**Question**

I have the core levels of solid iridium from an all-electron density-functional calculation, and I've covered three of them to see whether they can be worked out from the rest. Each label gives the shell number $n$, the letter for the orbital angular momentum $l$ (s, p, d for 0, 1, 2) and the total angular momentum $j$ as a fraction. Energies are counted from the Fermi energy.

Core levels of fcc iridium from exciting sodium, all-electron LAPW+lo with the revPBE functional, without spin polarisation, on a 12×12×12 k-mesh with Fermi–Dirac smearing of 0.05 eV. Spin-orbit coupling is included for the core states but not for the valence states. Energies are Kohn–Sham eigenvalues relative to the Fermi energy.

| row | core level (eV) | core element | core shell |
| --- | --- | --- | --- |
| 1 | -76019.5 | Ir | 1s1/2 |
| 2 | -13284.8 | Ir | 2s1/2 |
| 3 | -12723.3 | Ir | 2p1/2 |
| 4 | -11095.5 | Ir | 2p3/2 |
| 5 | -3103.6 | Ir | 3s1/2 |
| 6 | ? | Ir | 3p1/2 |
| 7 | -2496.1 | Ir | 3p3/2 |
| 8 | -2078.0 | Ir | 3d3/2 |
| 9 | ? | Ir | 3d5/2 |
| 10 | -658.5 | Ir | 4s1/2 |
| 11 | -552.6 | Ir | 4p1/2 |
| 12 | -468.3 | Ir | 4p3/2 |
| 13 | -295.1 | Ir | 4d3/2 |
| 14 | -279.4 | Ir | 4d5/2 |
| 15 | ? | Ir | 5s1/2 |

Two of the covered levels have a visible partner, 3p3/2 and 3d3/2. The third, 5s1/2, stands alone at the shallow end. How close can one get to each, and how far should one trust the result?

**Answer**

The forecast depends on how the core states are treated. This code solves them with the radial Dirac equation, which contains spin-orbit coupling; only the valence states are computed without it. The gaps between core partners are therefore real results, and you can reason from them.

**Why the partners are the easy cases**

A core electron feels the other electrons in two ways. Those closer to the nucleus weaken its attraction. Those farther out exert almost no net force on it, since a spherical shell of charge produces no field in its interior, but they do raise its energy by a nearly constant amount. That constant is hard to guess, and it is nearly the same for both partners of a pair. If you start from the visible partner, you inherit it and have only the splitting to find.

The splitting comes from the region near the nucleus, where the electric field is strongest. For one electron bound to a charge $Z$, the leading term is

$$\Delta \propto \frac{Z^4}{n^3\,l(l+1)} .$$

In a real atom, $Z$ becomes an effective charge, chosen so that the formula returns the computed splitting. It combines two things: the field near the nucleus, and how often the electron gets there. The field in that region is close to that of the bare nucleus for every shell. What changes along the series is the second factor, because electrons in inner shells weaken the pull on an outer orbital, let it spread, and so make its visits to the nucleus rarer.

The known pairs show this. The 2p splitting is 1627.8 eV, and the factor $1/n^3$ alone would reduce it by eight for 4p, to 1627.8/8 ≈ 203 eV. The table has only 84.3 eV. In terms of effective charge, the value drops from 77.4 for 2p to 62.1 for 4p.

The 2p value is slightly above the true nuclear charge of 77. That is a fault of the short formula, which leaves out higher relativistic terms that enlarge the splitting. The effective charge is best read as a convenient scale for comparing shells, and not as a charge that sits somewhere in the atom.

**The 3p splitting, worked through**

To place 3p between 2p and 4p, count the electrons that do the screening. The shells below $n=2$ hold 2 electrons, those below $n=3$ hold 10, and those below $n=4$ hold 28. I let the effective charge fall in proportion to this count. Between 2p and 4p it falls by 15.3 over 26 electrons, or 0.59 per electron.

That rate makes sense. Of the four powers of $Z$ in the formula, roughly two belong to the region near the nucleus, where the charge is hardly screened, and two to the outer part of the orbital, where inner electrons do screen it. If each inner electron cancels about one nuclear charge in the second pair only, the combined value should fall by about half a unit per electron.

For 3p, eight inner electrons more than for 2p give a charge of 77.43 − 8 × 0.589 = 72.72. Scaling from the known 2p splitting then gives

$$\Delta_{3p} = 1627.8\ \text{eV}\times\left(\frac{2}{3}\right)^3\times\left(\frac{72.72}{77.43}\right)^4 \approx 375\ \text{eV}.$$

In every visible pair the partner with the smaller $j$ is the deeper one, so 3p1/2 lies below 3p3/2. The forecast is −2496.1 − 375 ≈ −2871 eV, between 3s1/2 and 3p3/2.

For an error bar I compare with a cruder rule, in which the effective charge falls by equal steps from shell to shell, regardless of how many electrons each shell holds. It gives a splitting smaller by 57 eV. I take that distance as the uncertainty: **3p1/2 at −2871 ± 57 eV**. It measures how much the answer depends on the rule, and has no statistical meaning.

**The 3d splitting**

For d electrons only one pair is visible, 4d, split by 15.7 eV. This is much less than for 4p. A factor of three comes from $l(l+1)$. The rest has two likely sources: a d electron keeps farther from the nucleus, where more of the nuclear charge is screened, and the higher relativistic terms enlarge d splittings less than p splittings. Both lower the effective charge, which is 53.7 here.

One pair can't show how the charge changes with $n$, so I borrow the rate from the p levels. Going from 4d to 3d removes 18 inner electrons and raises the charge by 18 × 0.589 = 10.6. The 3d splitting then comes out at 76.5 eV. The larger-$j$ partner is the shallower one, which puts **3d5/2 at −2001.5 ± 13 eV**, just above 3d3/2. The bar again comes from the equal-step rule.

**The 5s level, which has no partner**

Here the whole depth has to be estimated, including the shift due to outer electrons. A different effective charge is useful, $n\sqrt{\text{depth}/\text{Ry}}$, where Ry = 13.6 eV. Relativity aside, it is the charge that would bind a single electron that deeply in shell $n$. From 2s to 4s it runs 62.5, 45.3, 27.8, in nearly equal steps.

It is tempting to continue the straight line, but it soon fails. Two more steps of about 17 would make the charge negative at $n=6$, so that 6s would not be bound at all. In iridium the 6s electrons belong to the valence band, which crosses the Fermi energy. The curve must therefore flatten on its way there.

I set the depth of 6s to zero, an assumption good to several eV, and draw a parabola through 3s, 4s and this end point. At $n=5$ it gives a charge of 12.7, hence a depth of 13.6 × (12.7/5)² ≈ 88 eV. The straight line would give a depth about 30 eV smaller, so the forecast is **5s1/2 at −88 ± 30 eV**. Relative to its own depth this is by far the least certain of the three.

**The computed levels**

The withheld rows as computed:

| row | core level (eV) | core element | core shell |
| --- | --- | --- | --- |
| 6 | -2852.5 | Ir | 3p1/2 |
| 9 | -2001.0 | Ir | 3d5/2 |
| 15 | -92.9 | Ir | 5s1/2 |

All three lie inside their error bars, but they deserve different amounts of credit.

The 3p1/2 forecast is too deep by 19 eV. That is under 1% of the level's depth, which sounds excellent, but most of the depth was taken over from 3p3/2. The fair measure is the splitting: 375 eV forecast against 356 eV computed, an error of 5%. The computed result corresponds to an effective charge of 71.8, closer to the electron-counting value of 72.7 than to the 69.8 of equal steps.

The remaining error shows where the counting is too simple. From 2p to 3p the charge falls by 77.43 − 71.79 = 5.64 over eight electrons, or 0.70 each. From 3p to 4p the rate is only 0.54. One possible reason is that I ignored screening by the electrons in the level's own shell, whose number also grows with $n$, but these few levels can't settle that.

The 3d5/2 forecast is off by only half an eV, which is better than the method deserves. I had assumed that p and d charges change equally between the third and fourth shells. In the computed levels they change by 9.7 for p and 10.7 for d. My estimate of 10.6 was too large for p and happened to suit d. With the true p step, the same scaling gives 15.7 × (4/3)³ × (63.4/53.7)⁴ ≈ 72 eV instead of the computed 77 eV, so an error of several eV is the realistic expectation.

The 5s1/2 level is 5 eV deeper than forecast, or 5% of its depth. The flattening of the curve is confirmed, since the straight line would have missed by about 35 eV. The remaining 5 eV has no clear lesson, because the result is very sensitive to the end point. Placing 6s half an eV below the Fermi energy instead of exactly at it would remove nearly all of the miss, and the assumption was never that precise.

**If you compare with a measured spectrum**

These levels are Kohn–Sham eigenvalues, not the energies needed to remove an electron. With a functional of this kind, core eigenvalues are generally too shallow, mainly because an electron partly repels itself. The eigenvalues also leave out the relaxation of the other electrons around the hole, but that omission acts the other way and offsets only part of the error. A photoemission line should therefore not be calibrated against these absolute positions. The splittings are the safer quantity to compare, for the same reason that they were easier to forecast: an error shared by both partners cancels in their difference.
